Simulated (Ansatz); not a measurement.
Magnetic states of iron, A15

These are results of DFT, RPBE, plane waves (420 eV) with PAW, scalar-relativistic in Ansatz, not measurements. (PAW data from PBE, frozen cores regenerated.)

Each start was relaxed and then solved on a dense mesh, with Fermi-Dirac smearing of 0.05 eV (0.1 eV in a metal without spin) extrapolated to zero. Rows within 2 meV/atom of each other tie.

(1) Where does each start end, and how do the energies compare? Starts: ferromagnetic; non-magnetic.

## Answers

(1) 
```json
{"start": "ferromagnetic", "ends": "ferromagnetic, net 2.48 μB per atom", "ΔE (meV/atom)": "0.0", "V (Å³/atom)": "12.26"}
{"start": "non-magnetic", "ends": "spin not included", "ΔE (meV/atom)": "307.3", "V (Å³/atom)": "10.73"}
```
